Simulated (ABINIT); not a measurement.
# MoS2 (P6_3/mmc) in ABINIT: a series of runs

Aim: see how the results for MoS2 move with the level of theory and the settings. Levels: PBE, PBEsol. Tasks: equation of state, single point.

Program: ABINIT 10.8.3 (patched build). These are calculated values, not measurements. Logs are shortened: lines on timing, memory, paths and dates and some standing lists are left out, and cuts for length are marked. The log counts tension as positive stress, the text compression.

### 1 The crystal as given

It takes space group P6_3/mmc (No. 194, hexagonal). The conventional cell has a = 3.169 Å, b = 3.169 Å, c = 12.324 Å, α = 90.00°, β = 90.00°, γ = 120.00°. Around Mo (site symmetry -6m2) lie 6 S at 2.41 Å. S (site symmetry 3m) has 3 Mo at 2.41 Å as nearest neighbours.

### 2 Equation of state, PBE

run.abi

```
# Datasets: one volume each
ndtset 7
getwfk -1
scalecart1 3*0.9795861087
scalecart2 3*0.9864848297
scalecart3 3*0.9932883884
scalecart4 3*1.0000000000
scalecart5 3*1.0066227096
scalecart6 3*1.0131594038
scalecart7 3*1.0196128224

# Pseudopotentials
pp_dirpath "./"
pseudos "Mo.GGA_PBE-JTH.xml, S.GGA_PBE-JTH.xml"

# Structure
acell 3*1.0 Angstrom
rprim
     3.1690000000     0.0000000000     0.0000000000
    -1.5845000000     2.7444345046     0.0000000000
     0.0000000000     0.0000000000    12.3240000000
ntypat 2
znucl 42 16
natom 6
typat 1 1 2 2 2 2
xred
     0.6666666667     0.3333333333     0.7500000000
     0.3333333333     0.6666666667     0.2500000000
     0.6666666667     0.3333333333     0.3770000000
     0.3333333333     0.6666666667     0.8770000000
     0.6666666667     0.3333333333     0.1230000000
     0.3333333333     0.6666666667     0.6230000000

# Plane-wave basis
ecut 20.0
pawecutdg 40.0
pawxcdev 0

# k points
kptopt 1
ngkpt 10 10 3
nshiftk 1
shiftk 0.0 0.0 0.0

# Exchange and correlation
ixc 11

# Bands and occupations
nband 32
occopt 3
tsmear 0.00183747

# SCF cycle
nstep 100
tolvrs 1.0e-9

# Output
iomode 3
prtwf 1
prtden 0
prteig 0
prtebands 0
enunit 1
```

Potentials or basis: JTH PAW PBE v2.0.

Started as:

```bash
abinit run.abi > log 2>&1
```

run.abo:

```text
.Version 10.8.3 of ABINIT
 DATASET    1 : space group P6_3/m m c (#194); Bravais hP (primitive hexag.)
================================================================================
 Values of the parameters that define the memory need for DATASET  1.
     intxc =       0    ionmov =       0      iscf =      17    lmnmax =      18
     lnmax =       6     mgfft =      96  mpssoang =       3    mqgrid =    6496
     natom =       6  nloc_mem =       2    nspden =       1   nspinor =       1
    nsppol =       1      nsym =      24    n1xccc =       1    ntypat =       2
    occopt =       3   xclevel =       2
       mpw =        2924          nfft =       55296          nkpt =          28
 PAW method is used; the additional fine FFT grid is defined by:
   mgfftf=       135    nfftf =    174960
================================================================================
================================================================================
[... 71 lines left out ...]
 DATASET    7 : space group P6_3/m m c (#194); Bravais hP (primitive hexag.)
================================================================================
 Values of the parameters that define the memory need for DATASET  7.
     intxc =       0    ionmov =       0      iscf =      17    lmnmax =      18
     lnmax =       6     mgfft =      96  mpssoang =       3    mqgrid =    6761
     natom =       6  nloc_mem =       2    nspden =       1   nspinor =       1
    nsppol =       1      nsym =      24    n1xccc =       1    ntypat =       2
    occopt =       3   xclevel =       2
       mpw =        3296          nfft =       69984          nkpt =          28
 PAW method is used; the additional fine FFT grid is defined by:
   mgfftf=       144    nfftf =    186624
================================================================================
================================================================================

--------------------------------------------------------------------------------
------------- Echo of variables that govern the present computation ------------
--------------------------------------------------------------------------------
 -outvars: echo values of preprocessed input variables --------
            acell      1.8897261259E+00  1.8897261259E+00  1.8897261259E+00 Bohr
              amu      9.59400000E+01  3.20660000E+01
             ecut      2.00000000E+01 Hartree
           enunit           1
           getwfk          -1
              ixc          11
           jdtset        1    2    3    4    5    6    7
         kptrlatt       10    0    0      0   10    0      0    0    3
          kptrlen1     5.86629265E+01
          kptrlen2     5.90760593E+01
          kptrlen3     5.94834932E+01
          kptrlen4     5.98854209E+01
          kptrlen5     6.02820247E+01
          kptrlen6     6.06734774E+01
          kptrlen7     6.10599431E+01
            natom           6
            nband          32
           ndtset           7
            ngfft1         24      24      96
[... 139 lines left out ...]
            znucl       42.00000   16.00000

================================================================================

 chkinp: Checking input parameters for consistency, jdtset=   1.

 chkinp: Checking input parameters for consistency, jdtset=   2.
[... 52 lines left out ...]
- pspini: atom type   2  psp file is ./S.GGA_PBE-JTH.xml
 Pseudopotential format is: paw10
 basis_size (lnmax)=  4 (lmn_size=  8), orbitals=   0   0   1   1
 Spheres core radius: rc_sph= 1.90380259
 Shapefunction is SIN type: shapef(r)=[sin(pi*r/rshp)/(pi*r/rshp)]**2
 Radius for shape functions =  1.40128485
 Compensation charge density is not taken into account in XC energy/potential

   3.55438669E+03                                ecore*ucvol(ha*bohr**3)
--------------------------------------------------------------------------------

================================================================================

--- !BeginCycle
iteration_state: {dtset: 1, }
solver: {iscf: 17, nstep: 100, nline: 4, wfoptalg: 10, }
tolerances: {tolvrs: 1.00E-09, }
...
[... 1573 lines left out ...]
-Cartesian components of stress tensor (GPa)         [Pressure= -5.8143E+00 GPa]
- sigma(1 1)=  5.62446637E+00  sigma(3 2)=  0.00000000E+00
- sigma(2 2)=  5.62446637E+00  sigma(3 1)=  0.00000000E+00
- sigma(3 3)=  6.19394423E+00  sigma(2 1)=  0.00000000E+00

== END DATASET(S) ==============================================================
================================================================================

 -outvars: echo values of variables after computation  --------
            acell      1.8897261259E+00  1.8897261259E+00  1.8897261259E+00 Bohr
           etotal1    -1.7916663970E+02
           etotal2    -1.7917198025E+02
           etotal3    -1.7917546686E+02
           etotal4    -1.7917729237E+02
           etotal5    -1.7917760771E+02
           etotal6    -1.7917654657E+02
           etotal7    -1.7917429000E+02
            fcart1     1.7212608025E-29 -2.3187975712E-29 -0.0000000000E+00
                      -7.4587968107E-29 -1.8219123774E-28 -0.0000000000E+00
                       6.3112896091E-29  8.9439334889E-29  1.9703554062E-02
                      -5.1637824074E-29 -3.6438247547E-29  1.9703554062E-02
                       4.0162752058E-29  1.2256501448E-28 -1.9703554062E-02
                       5.7375360082E-30  2.9813111630E-29 -1.9703554062E-02
            fcart2     4.1781021819E-29  9.8682071703E-29  5.7824115866E-19
                      -3.7982747108E-30  1.9736414341E-29  5.7824115866E-19
                      -3.7982747108E-30 -6.5788047802E-30  1.2165490858E-02
                      -1.5193098843E-29 -3.9472828681E-29  1.2165490858E-02
[... 94 lines left out ...]
                      -2.7693038473E-16  1.8417400649E+00  1.0879727226E+01
                       1.5949936834E+00  9.2087003245E-01  1.5258910476E+00
                      -2.7693038473E-16  1.8417400649E+00  7.7287001841E+00
           xangst6     1.6053510753E+00  9.2684987548E-01  9.3646323693E+00
                      -2.4199653998E-17  1.8536997510E+00  3.1215441231E+00
                       1.6053510753E+00  9.2684987548E-01  4.7072885376E+00
                      -2.4199653998E-17  1.8536997510E+00  1.0950376784E+01
                       1.6053510753E+00  9.2684987548E-01  1.5357997086E+00
                      -2.4199653998E-17  1.8536997510E+00  7.7788879548E+00
           xangst7     1.6155765171E+00  9.3275353704E-01  9.4242813174E+00
                       5.1485387561E-17  1.8655070741E+00  3.1414271058E+00
                       1.6155765171E+00  9.3275353704E-01  4.7372720756E+00
                       5.1485387561E-17  1.8655070741E+00  1.1020126287E+01
                       1.6155765171E+00  9.3275353704E-01  1.5455821361E+00
                       5.1485387561E-17  1.8655070741E+00  7.8284363477E+00
             xred      6.6666666667E-01  3.3333333333E-01  7.5000000000E-01
                       3.3333333333E-01  6.6666666667E-01  2.5000000000E-01
                       6.6666666667E-01  3.3333333333E-01  3.7700000000E-01
                       3.3333333333E-01  6.6666666667E-01  8.7700000000E-01
                       6.6666666667E-01  3.3333333333E-01  1.2300000000E-01
                       3.3333333333E-01  6.6666666667E-01  6.2300000000E-01
 Calculation completed.
```

Wall time 14 min (1 thread of Arm Neoverse V1, shared host); peak memory 0.25 GiB.

What came out:

```yaml
Equilibrium_volume: 18.12 Å³/atom
Bulk_modulus_at_fixed_shape_and_positions: 144 GPa
Pressure_derivative_of_the_bulk_modulus: 4.2
```

Energy against volume, from the lowest point:
| volume (Å³/atom) | energy (meV/atom) |
| --- | --- |
| 16.792 | 49.74 |
| 17.149 | 25.52 |
| 17.507 | 9.71 |
| 17.864 | 1.43 |
| 18.221 | 0.00 |
| 18.578 | 4.81 |
| 18.936 | 15.05 |

Caveat: pressures at fixed basis lie under the slope of the energies; the cell was scaled at fixed shape and fractional positions, which overstates the stiffness of a crystal with free parameters, most of all of layers and chains; this functional lacks dispersion, which binds the layers, so the pressure and a relaxed spacing across them are unreliable.

### 3 Single point, PBEsol (atoms moved at random, drawn with an rms of 0.05 Å)

run.abi

```
# Pseudopotentials
pp_dirpath "./"
pseudos "Mo.GGA_PBE-JTH.xml, S.GGA_PBE-JTH.xml"

# Structure
acell 5.9885420889 5.988542089 23.2889847599
rprim
     1.0000000000     0.0000000000     0.0000000000
    -0.5000000000     0.8660254038     0.0000000000
     0.0000000000     0.0000000000     1.0000000000
ntypat 2
znucl 42 16
natom 6
typat 1 1 2 2 2 2
xcart
     1.6251709460     0.9326082445     9.2677096200
     0.0414521045     1.7902961714     3.0979085280
     1.5722945965     0.9367550850     4.6685530320
     0.0149766940     1.7765053880    10.8348171360
     1.5887306150     0.9365931634     1.5241214040
     0.0345832970     1.8391333834     7.6754611440 Angstrom
chkprim 0
chksymtnons 0
tolsym 1.0e-6

# Plane-wave basis
ecut 20.0
pawecutdg 40.0
pawxcdev 0

# k points
kptopt 1
ngkpt 10 10 3
nshiftk 1
shiftk 0.0 0.0 0.0

# Exchange and correlation
ixc -116133

# Bands and occupations
nband 32
occopt 3
tsmear 0.00183747

# SCF cycle
nstep 100
tolvrs 1.0e-9

# Output
iomode 3
prtwf 0
prtden 0
prteig 0
prtebands 0
enunit 2
```

Potentials or basis: JTH PAW PBE v2.0.

Started as:

```bash
abinit run.abi > log 2>&1
```

Wall time 16 min (1 thread of Arm Neoverse V1, shared host); peak memory 0.5 GiB.

The run converged. Its results:

| Quantity | Value |
| --- | --- |
| Free energy | -4873.7508 eV |
| Pressure | -3.5 GPa |
| Largest force | 1.486 eV/Å |
| Band gap on the k mesh | 0.86 eV, indirect (least direct gap 1.75 eV) |
| Valence electrons inside the program's atomic spheres | Mo 11.26, 11.28; S 3.57, 3.58, 3.56 |

Forces on the atoms (eV/Å):
```
Mo  -0.327 -0.750 -0.415
Mo  -0.903  1.179 -0.059
S    0.539 -0.599 -0.312
S    0.267  0.648 -0.315
S    0.370 -0.585  0.376
S    0.054  0.107  0.725
```

Stress tensor (GPa, compression positive):
```
-2.57 -0.25  0.84
-0.25 -4.38  1.18
 0.84  1.18 -3.52
```

Levels at points of the mesh, in eV from the valence-band top:
```csv
k point,band 24,band 25,band 26,band 27,band 28,band 29
"(0.00, 0.00, 0.00)",-1.21,-1.11,0.00,1.75,1.92,2.12
"(0.50, 0.00, 0.00)",-1.57,-1.33,-1.11,1.63,1.67,2.01
"(0.00, 0.50, 0.00)",-1.52,-1.27,-1.12,1.67,1.73,2.00
"(0.50, 0.50, 0.00)",-1.59,-1.35,-1.23,1.59,1.67,2.01
```

Caveat: the PAW data sets were made with another functional, which shifts forces and pressure a little; an odd mesh through Γ misses points on the zone boundary, where band edges often lie.
